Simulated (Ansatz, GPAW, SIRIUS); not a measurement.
# CoO: programs and potentials compared

```xyz
2
Lattice="1.6022 0.9250 2.5665 -1.6022 0.9250 2.5665 0.0000 -1.8501 2.5665" Properties=species:S:1:pos:R:3 pbc="T T T"
Co    0.0000    0.0000    7.6915
O     0.0000    0.0000    5.7824
```

Measurements of this composition are mostly on another form, of space group No. 225.

Alike in all runs: task single point; functional PBEsol; k mesh 10 × 10 × 10; occupations fermi-dirac, width 0.05 eV; collinear spin, ferromagnetic start; no spin-orbit coupling. Pressure is positive in compression and, in plane waves, holds the error of the finite cutoff, which Ansatz's Pulay term estimates and takes out.

```tsv
program and potentials	plane-wave cutoff (eV)	notes	pressure (GPa)	net moment per atom (μB)	largest force (eV/Å)
Ansatz, Ansatz PAW	420	potentials made for PBE, which Ansatz adapts in part; 11.5 valence electrons an atom on average	?	?	?
SIRIUS, PseudoDojo 0.4.1 PBEsol standard (scalar relativistic)	1307	11.5 valence electrons an atom on average	-7.74	1.42	0.217
Ansatz, all-electron LAPW, scalar-relativistic	-	-	-7.86	1.39	0.215
GPAW, PAW data sets generated for this functional	800	7.5 valence electrons an atom on average	-6.77	1.39	0.246
```

Estimate from the other rows what the run with Ansatz, Ansatz PAW gave.

Pressure -7.91 GPa; net moment per atom 1.39 μB; largest force 0.215 eV/Å. Its pressure holds a Pulay term of +0.68 GPa. The other rows, which needn't bracket it: pressure -7.86 to -6.77; net moment per atom 1.39 to 1.42; largest force 0.215 to 0.246.
